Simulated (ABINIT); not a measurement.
# TePb (Fm-3m) in ABINIT: further runs, part 2 of 3

ABINIT 10.8.3 (patched build).

**4. Band structure, HCTH407**

run.abi reads:

```
# Datasets: ground state, then fixed potential
ndtset 2

# Pseudopotentials
pp_dirpath "./"
pseudos "Pb.GGA_PBE-JTH_sp.xml, Te.GGA_PBE-JTH.xml"

# Structure
acell 3*1.0 Angstrom
rprim
     0.0000000000     3.2310000000     3.2310000000
     3.2310000000     0.0000000000     3.2310000000
     3.2310000000     3.2310000000     0.0000000000
ntypat 2
znucl 82 52
natom 2
typat 1 2
xred
     0.0000000000     0.0000000000     0.0000000000
     0.5000000000     0.5000000000     0.5000000000

# Plane-wave basis
ecut 408.170794 eV
pawecutdg 30.0

# Exchange and correlation
ixc 27

# Bands and occupations
occopt 3
tsmear 0.00183747

# SCF cycle
nstep 100

# Output
iomode 3
prtwf 0
prteig 0
prtebands 0
enunit 1
prtden1 1

# Dataset 1
kptopt1 1
ngkpt1 7 7 7
nshiftk1 1
shiftk1 0.0 0.0 0.0
nband1 9
tolvrs1 1.0e-9

# Dataset 2: bands along G-X-W-K-G-L-U-W-L-K
iscf2 -2
getden2 1
nband2 13
nbdbuf2 2
tolwfr2 1.0e-12
kptopt2 -9
ndivsm2 6
prteig2 1
prtvol2 -3
kptbounds2
     0.0000000000     0.0000000000     0.0000000000
     0.5000000000     0.0000000000     0.5000000000
     0.5000000000     0.2500000000     0.7500000000
     0.3750000000     0.3750000000     0.7500000000
     0.0000000000     0.0000000000     0.0000000000
     0.5000000000     0.5000000000     0.5000000000
     0.6250000000     0.2500000000     0.6250000000
     0.5000000000     0.2500000000     0.7500000000
     0.5000000000     0.5000000000     0.5000000000
     0.3750000000     0.3750000000     0.7500000000
```

Potentials or basis: JTH PAW PBE v2.0 sp.

Launch:

```console
$ abinit run.abi > log 2>&1
```

run.abo:

```text
.Version 10.8.3 of ABINIT
 DATASET    1 : space group Fm -3 m (#225); Bravais cF (face-center cubic)
================================================================================
 Values of the parameters that define the memory need for DATASET  1.
     intxc =       0    ionmov =       0      iscf =       7    lmnmax =      13
     lnmax =       5     mgfft =      32  mpssoang =       3    mqgrid =    3001
     natom =       2  nloc_mem =       2    nspden =       1   nspinor =       1
    nsppol =       1      nsym =      48    n1xccc =       1    ntypat =       2
    occopt =       3   xclevel =       2
       mpw =        1279          nfft =       32768          nkpt =          20
 PAW method is used; the additional fine FFT grid is defined by:
   mgfftf=        45    nfftf =     91125
================================================================================
================================================================================

 DATASET    2 : space group Fm -3 m (#225); Bravais cF (face-center cubic)
================================================================================
 Values of the parameters that define the memory need for DATASET  2.
     intxc =       0    ionmov =       0      iscf =      -2    lmnmax =      13
     lnmax =       5     mgfft =      32  mpssoang =       3    mqgrid =    3001
     natom =       2  nloc_mem =       2    nspden =       1   nspinor =       1
    nsppol =       1      nsym =      48    n1xccc =       1    ntypat =       2
    occopt =       3   xclevel =       2
       mpw =        1295          nfft =       32768          nkpt =         103
 PAW method is used; the additional fine FFT grid is defined by:
   mgfftf=        45    nfftf =     91125
================================================================================
================================================================================

--------------------------------------------------------------------------------
------------- Echo of variables that govern the present computation ------------
--------------------------------------------------------------------------------
 -outvars: echo values of preprocessed input variables --------
            acell      1.8897261259E+00  1.8897261259E+00  1.8897261259E+00 Bohr
[... 961 lines left out ...]
              =  1.000000000000  1.000000000000  1.000000000000 angstroms
 Eigenvalues (   eV  ) for nkpt= 103  k points:
 kpt#   1, nband= 13, wtk=  1.00000, kpt=  0.0000  0.0000  0.0000 (reduced coord)
 -16.14578  -10.02463   -5.42557   -5.42557   -5.42557    0.01868    0.01868    0.01868
   1.59017    1.59017    1.59017    2.65749    2.65749
 kpt#   2, nband= 13, wtk=  1.00000, kpt=  0.0294  0.0000  0.0294 (reduced coord)
 -16.13602  -10.05589   -5.44069   -5.44069   -5.37297   -0.15212    0.01818    0.01818
   1.55496    1.62972    1.62972    2.66256    2.74040
 kpt#   3, nband= 13, wtk=  1.00000, kpt=  0.0588  0.0000  0.0588 (reduced coord)
 -16.10684  -10.14461   -5.48505   -5.48505   -5.22303   -0.57735    0.01975    0.01975
   1.45643    1.74342    1.74342    2.67768    2.90764
 kpt#   4, nband= 13, wtk=  1.00000, kpt=  0.0882  0.0000  0.0882 (reduced coord)
 -16.05859  -10.27805   -5.55582   -5.55582   -4.99882   -1.11580    0.03037    0.03037
   1.31132    1.91893    1.91893    2.70245    3.06193
 kpt#   5, nband= 13, wtk=  1.00000, kpt=  0.1176  0.0000  0.1176 (reduced coord)
 -15.99183  -10.44070   -5.64871   -5.64871   -4.74206   -1.66219    0.05690    0.05690
   1.13797    2.14094    2.14094    2.73642    3.18763
 kpt#   6, nband= 13, wtk=  1.00000, kpt=  0.1471  0.0000  0.1471 (reduced coord)
 -15.90744  -10.61817   -5.75859   -5.75859   -4.53200   -2.11217    0.10374    0.10374
[... 278 lines left out ...]
 -14.58100  -12.59722   -7.14675   -5.81049   -5.48969   -1.53824   -1.51126    0.31769
   2.28067    3.37466    3.52634    4.15250    4.26686
 kpt# 100, nband= 13, wtk=  1.00000, kpt=  0.4125  0.4125  0.6750 (reduced coord)
 -14.54236  -12.52237   -7.47956   -5.96818   -5.68228   -1.21644   -1.21044    0.86729
   1.98007    3.39564    3.53693    4.08326    4.23684
 kpt# 101, nband= 13, wtk=  1.00000, kpt=  0.4000  0.4000  0.7000 (reduced coord)
 -14.50996  -12.44562   -7.74752   -6.11010   -5.85459   -0.92015   -0.91915    1.33170
   1.69193    3.44917    3.56421    4.00986    4.19929
 kpt# 102, nband= 13, wtk=  1.00000, kpt=  0.3875  0.3875  0.7250 (reduced coord)
 -14.48942  -12.36919   -7.94119   -6.23355   -6.00588   -0.65742   -0.64839    1.42560
   1.67694    3.52608    3.60749    3.94991    4.15274
 kpt# 103, nband= 13, wtk=  1.00000, kpt=  0.3750  0.3750  0.7500 (reduced coord)
 -14.48661  -12.29361   -8.05376   -6.33679   -6.13561   -0.44010   -0.40115    1.18934
   1.87262    3.60331    3.66276    3.93339    4.09545

== END DATASET(S) ==============================================================
================================================================================

 -outvars: echo values of variables after computation  --------
            acell      1.8897261259E+00  1.8897261259E+00  1.8897261259E+00 Bohr
           etotal1    -1.2097259378E+01
            fcart1    -0.0000000000E+00 -0.0000000000E+00 -0.0000000000E+00
                      -0.0000000000E+00 -0.0000000000E+00 -0.0000000000E+00
            rprim      0.0000000000E+00  3.2310000000E+00  3.2310000000E+00
                       3.2310000000E+00  0.0000000000E+00  3.2310000000E+00
                       3.2310000000E+00  3.2310000000E+00  0.0000000000E+00
           strten1    -1.3575384139E-04 -1.3575384139E-04 -1.3575384139E-04
                       0.0000000000E+00  0.0000000000E+00  0.0000000000E+00
           xangst      0.0000000000E+00  0.0000000000E+00  0.0000000000E+00
                       3.2310000000E+00  3.2310000000E+00  3.2310000000E+00
             xred      0.0000000000E+00  0.0000000000E+00  0.0000000000E+00
                       5.0000000000E-01  5.0000000000E-01  5.0000000000E-01
 Calculation completed.
```

Wall time 33 s (1 thread of Arm Neoverse V2, shared host); peak memory 0.13 GiB.

Results:

```yaml
Free_energy: -329.1832 eV
Pressure: 4.0 GPa
Band_gap_along_the_path: 1.03 eV, direct
Valence_electrons_inside_the_program's_atomic_spheres: Pb 2.59; Te 3.21
```

Levels at the corners of the path, in eV from the Fermi level:
| point | band 1 | band 2 | band 3 | band 4 | band 5 | band 6 | band 7 | band 8 | band 9 | band 10 |
| --- | --- | --- | --- | --- | --- | --- | --- | --- | --- | --- |
| Γ | -12.53 | -6.41 | -1.81 | -1.81 | -1.81 | 3.63 | 3.63 | 3.63 | 5.20 | 5.20 |
| X | -10.99 | -8.08 | -4.80 | -3.20 | -3.20 | 3.22 | 4.94 | 4.94 | 6.14 | 6.96 |
| W | -10.81 | -8.71 | -4.13 | -4.13 | -0.90 | 1.22 | 4.93 | 4.93 | 6.09 | 6.09 |
| K | -10.87 | -8.68 | -4.44 | -2.72 | -2.52 | 3.17 | 3.21 | 4.80 | 5.49 | 7.22 |
| Γ | -12.53 | -6.41 | -1.81 | -1.81 | -1.81 | 3.63 | 3.63 | 3.63 | 5.20 | 5.20 |
| L | -11.12 | -9.23 | -1.39 | -1.39 | -0.55 | 0.47 | 0.83 | 0.83 | 7.04 | 7.22 |
| U | -10.87 | -8.68 | -4.44 | -2.72 | -2.52 | 3.17 | 3.21 | 4.80 | 5.49 | 7.22 |
| W | -10.81 | -8.71 | -4.13 | -4.13 | -0.90 | 1.22 | 4.93 | 4.93 | 6.09 | 6.09 |
| L | -11.12 | -9.23 | -1.39 | -1.39 | -0.55 | 0.47 | 0.83 | 0.83 | 7.04 | 7.22 |
| K | -10.87 | -8.68 | -4.44 | -2.72 | -2.52 | 3.17 | 3.21 | 4.80 | 5.49 | 7.22 |

Caveat: this odd mesh misses L, where the gap lies, so gap, dielectric constants and Born charges aren't listed; the PAW data sets were made with another functional, which shifts forces and pressure a little; spin-orbit coupling is left out, which moves the levels of the heavy elements; this set keeps more shells in the core, which shifts pressures and gaps.

(Continued in part 3 of 3.)
